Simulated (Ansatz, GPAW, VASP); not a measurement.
**One calculation of MgB2, 3 ways**

```xyz
3
Lattice="3.0850 0.0000 0.0000 -1.5425 2.6717 0.0000 0.0000 0.0000 3.5230" Properties=species:S:1:pos:R:3 pbc="T T T"
Mg    0.0000    0.0000    0.0000
B     1.5425    0.8906    1.7615
B     0.0000    1.7811    1.7615
```

Alike in all runs: task single point; functional PBEsol; k mesh 10 × 10 × 8; occupations gaussian, width 0.02 eV; no spin polarisation; no spin-orbit coupling. Pressure is positive in compression and, in plane waves, holds the error of the finite cutoff, which Ansatz's Pulay term estimates and takes out.

```tsv
program and potentials	plane-wave cutoff (eV)	notes	pressure (GPa)
Ansatz, Ansatz PAW	420	potentials made for PBE, which Ansatz adapts in part; 5.33 valence electrons an atom on average; Pulay term of +0.17 GPa included	-2.97
GPAW, PAW data sets generated for this functional	800	5.33 valence electrons an atom on average	-3.02
VASP, PBE PAW files B, Mg_pv, 520 eV	520	potentials made for PBE; 4.67 valence electrons an atom on average	-2.84
```

The pressure spans -3.02 (GPAW, PAW data sets generated for this functional) to -2.84 GPa (VASP, PBE PAW files B, Mg_pv, 520 eV).

Differences between rows come from potentials, basis sets and numerical settings, since the functional is the same but for its coding. Runs on potential files found faulty are left out.
